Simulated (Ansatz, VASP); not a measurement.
**One calculation of LiH, two programs**

File INCAR:

```
ALGO = Normal ; EDIFF = 1E-7
ENCUT = 520 ; GGA = RP
ISIF = 2 ; ISMEAR = -1
LASPH = True ; LCHARG = False
LREAL = False ; LWAVE = False
NBANDS = 9 ; NELM = 60
PREC = Accurate ; SIGMA = 0.05
```

Contents of KPOINTS:

```
k-points
0
Gamma
  6 6 6
```

POSCAR

```
LiH
1.0
    0.0000000000      2.0367500000      2.0367500000
    2.0367500000      0.0000000000      2.0367500000
    2.0367500000      2.0367500000      0.0000000000
Li H
1 1
Direct
    0.0000000000      0.0000000000      0.0000000000
    0.5000000000      0.5000000000      0.5000000000
```

The input input.yaml:

```yaml
crystal:
  lattice:
    - [0.0, 2.03675, 2.03675]
    - [2.03675, 0.0, 2.03675]
    - [2.03675, 2.03675, 0.0]
  atoms:
    - { symbol: Li, position: [0.0, 0.0, 0.0] }
    - { symbol: H, position: [0.5, 0.5, 0.5] }
hamiltonian:
  xc: rpbe
  pseudopotentials: { kind: paw }
kpoints:
  mp_grid: { grid: [6, 6, 6] }
scf:
  occupations: { method: fermi_dirac, width: 0.05 }
  n_extra_bands: 6
output:
  forces: true
  stress: true
  eigenvalues: true
  dos: { projected: true, de: 0.05, nscf_kmesh: { grid: [9, 9, 9] } }
```

Alike in both runs: functional RPBE; k mesh 6 × 6 × 6; occupations fermi-dirac, width 0.05 eV; no spin polarisation.

```csv
,VASP,Ansatz
version,VASP 6.6.1,Ansatz 0.2.0
potentials or method,"VASP PAW PBE potentials, release 64 (Li_sv, H)",Ansatz PAW
plane-wave cutoff (eV),520,420
valence electrons in the cell,4,4
task,single point,projected density of states
```

VASP gave:

| Quantity | Value |
| --- | --- |
| gap on the k mesh at the Fermi level (eV) | 3.17 |
| least direct gap on the mesh (eV) | 3.17 |

**Question.** Estimate Ansatz's values.

**Answer.** gap on the k mesh at the Fermi level (eV): 3.19; least direct gap on the mesh (eV): 3.19.

With one functional, cell and mesh, what is left measures potentials, basis and numerics.

Caveats: the k mesh is coarse (spacing up to 0.45 Å⁻¹), so the values aren't converged; the density of states is complete only up to the lowest level of the last band computed (Ansatz). A k mesh can miss the band edges. A hybrid or GW would open this gap; RPBE tends to underestimate it.
